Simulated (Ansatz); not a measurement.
# Ru: strain energy, fitted

Ru, P6_3/mmc, a = 2.702 Å, c = 4.266 Å. Ansatz: r2SCAN, PAW, 500 eV, Γ-centred 24×24×12 mesh on 2 atoms, Gaussian smearing 0.10 eV; no spin polarisation. Series: strain along c alone, the other axes held, atoms fixed by symmetry; x is the strain in per cent. y is the free energy over the unstrained cell, V0 = 13.490 Å³/atom.

| x (%) | y (meV/atom) |
| --- | --- |
| -3.0 | ? |
| -2.0 | 11.02 |
| -1.0 | 2.42 |
| 0.0 | 0.00 |
| 1.0 | 3.29 |
| 2.0 | 11.84 |
| 3.0 | 25.24 |

Question: Fit y = c2 x² + c3 x³ to the other rows, turn c2 into a modulus, and predict the missing energy.

Answer: Least squares on the rows shown. y = 2.7979 x² + 0.010502 x³. In eV per unit strain² c2 is 27.98; this is C33 with relaxed ions (E = ½ C33 V0 ε²): 2 × 27.98 × 160.2 / (13.490) = 665 GPa. The unstrained cell keeps some stress along the strain, worth a slope of 0.51 meV/atom per %, which the form leaves out. With a term in x⁴ added, the coefficient of x² becomes 3.008, 8 % more, which shows how far this figure hangs on the form. At x = -3.0 the fit asked for gives 24.90 meV/atom. The run gave 26.30 meV/atom, so the fit is 1.40 meV/atom too low, 5.3 % of the span of the series, against an rms of 0.39 meV/atom on the fitted rows. The row lies outside the fitted range. With a term in x⁴ added, a fit to the same known rows predicts 22.34 meV/atom, further off still.